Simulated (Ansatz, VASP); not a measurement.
Two plane-wave programs on InP

The input INCAR:

```
PREC = Accurate
ENCUT = 520
EDIFF = 1E-6
ISMEAR = -1
SIGMA = 0.02
LREAL = False
LASPH = True
NELM = 80
ALGO = Normal
ISIF = 2
LWAVE = False
LCHARG = False
GGA = PE
NBANDS = 16
```

KPOINTS

```
Automatic mesh
0
Gamma
  8 8 8
```

Contents of POSCAR:

```
InP
1.0
    0.0000000000      3.0424012683      2.8530071196
    3.0424012683      0.0000000000      2.8530071196
    3.0424012683      3.0424012683      0.0000000000
In P
1 1
Direct
    0.0000000000      0.0000000000      0.0000000000
    0.2500000000      0.2500000000      0.2500000000
```

Input for Ansatz:

```yaml
crystal:
  lattice:
    - [0.0, 3.0424012683, 2.8530071196]
    - [3.0424012683, 0.0, 2.8530071196]
    - [3.0424012683, 3.0424012683, 0.0]
  atoms:
    - { symbol: In, position: [0.0, 0.0, 0.0] }
    - { symbol: P, position: [0.25, 0.25, 0.25] }
kpoints:
  mp_grid: { grid: [8, 8, 8] }
  band_path:
    path:
      - [0.0, 0.0, 0.0]
      - [-0.5, -0.5, 0.0]
      - [-0.375, -0.375, 0.25]
      - [-0.375, 0.0, 0.375]
      - [0.0, 0.0, 0.5]
      - [-0.5, -0.25, 0.25]
    npoints: 1
hamiltonian:
  xc: pbe
scf:
  occupations: { method: fermi_dirac, width: 0.02 }
  n_extra_bands: 4
output:
  forces: true
  stress: true
  eigenvalues: true
```

Change from the starting cell: epitaxial_xy strain +3.0%.

Alike in both runs: task single point; functional PBE; k mesh 8 × 8 × 8; occupations fermi-dirac, width 0.02 eV; no spin polarisation.

|  | VASP | Ansatz |
| --- | --- | --- |
| version | VASP 6.6.1 | Ansatz 0.2.0 |
| potentials or method | VASP PAW PBE potentials, release 64 (In_d, P) | plane waves, PAW |
| plane-wave cutoff (eV) | 520 | 420 |
| valence electrons in the cell | 18 | 18 |

|  | VASP | Ansatz | Ansatz less VASP |
| --- | --- | --- | --- |
| pressure (GPa) | 0.0 | 0.0 | +0.05 |
| largest component of the traceless stress (GPa) | 1.56 | 1.56 | -0.001 |

The functional is the same, so the differences come from potentials, cutoffs and numerics.

Caveats: spin-orbit coupling is left out, which moves the levels of the heavy elements.
